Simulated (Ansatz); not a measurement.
NaF in the rocksalt structure, relaxed with r2SCAN in the PAW code Ansatz. The symmetry is Fm-3m (No. 225, cubic); conventional cell a = 4.594 Å, 12.12 Å³ an atom. Na has 6 F at 2.30 Å; F has 6 Na at 2.30 Å.

The axes x, y and z are those of this cell:
```
Na F
1.0
     0.00000    2.29717    2.29717
     2.29717    0.00000    2.29717
     2.29717    2.29717    0.00000
Na F
1 1
Cartesian
  0.0000 0.0000 0.0000
  2.2972 2.2972 2.2972
```

Unstrained: PBE gives a direct gap of 6.456 eV at Γ. r2SCAN gives a direct gap of 7.282 eV at Γ. The HSE06 gap is direct at Γ: 8.635 eV. Meshes: PBE 10×10×10, r2SCAN 10×10×10, HSE06 6×6×6. Strains are changes of length per length. After each strain the atoms were relaxed again with r2SCAN within the symmetry that the strain leaves, so tilts or polar shifts that break it weren't tested; points keep the names that they have in the unstrained zone. (Simulation; spin polarisation is off.)

Question: For epitaxial -2.0 % in the plane normal to [111], how far does the free direction move, and what happens to the gap?

Answer: The normal strain at zero normal stress is +1.54 %, 0.77 of the in-plane strain with the sign turned. PBE: the gap goes from 6.456 to 6.558 eV (+0.102 eV); with r2SCAN the top three valence levels at Γ, degenerate before, become 2+1 from the top over 104 meV. r2SCAN: the gap goes from 7.282 to 7.387 eV (+0.105 eV). HSE06: the gap goes from 8.635 to 8.751 eV (+0.116 eV).

Question: One strain changed the r2SCAN stress by xx +0.85, yy +0.85, zz +0.85 GPa (compression positive) and the gap by +0.086 eV (PBE), +0.088 eV (r2SCAN), +0.094 eV (HSE06). Which kind of strain was it, and roughly how large?

Answer: Isotropic -0.5 % on every length. The pattern of the stress gives the kind; the size needs the stiffness, so it is an estimate.

Question: One strain changed the r2SCAN stress by xx +4.36, yy +0.71, zz +0.71 GPa (compression positive) and the gap by +0.171 eV (PBE), +0.173 eV (r2SCAN), +0.187 eV (HSE06). Which kind of strain was it, and roughly how large?

Answer: Uniaxial -3.0 % along x, other directions held. The pattern of the stress gives the kind; the size needs the stiffness, so it is an estimate.

Question: Apply uniaxial -0.5 % along z, other directions held. How far does the gap move, against the unstrained cell?

Answer: PBE: the gap goes from 6.456 to 6.485 eV (+0.029 eV). r2SCAN: the gap goes from 7.282 to 7.310 eV (+0.028 eV). HSE06: the gap goes from 8.635 to 8.666 eV (+0.031 eV). The r2SCAN energy rises by 0.1 meV an atom.

The meshes of the hybrids are coarse, so their gaps aren't converged to the digits shown.

The splittings at Γ are without spin-orbit coupling, which regroups them where it is of like size or larger.
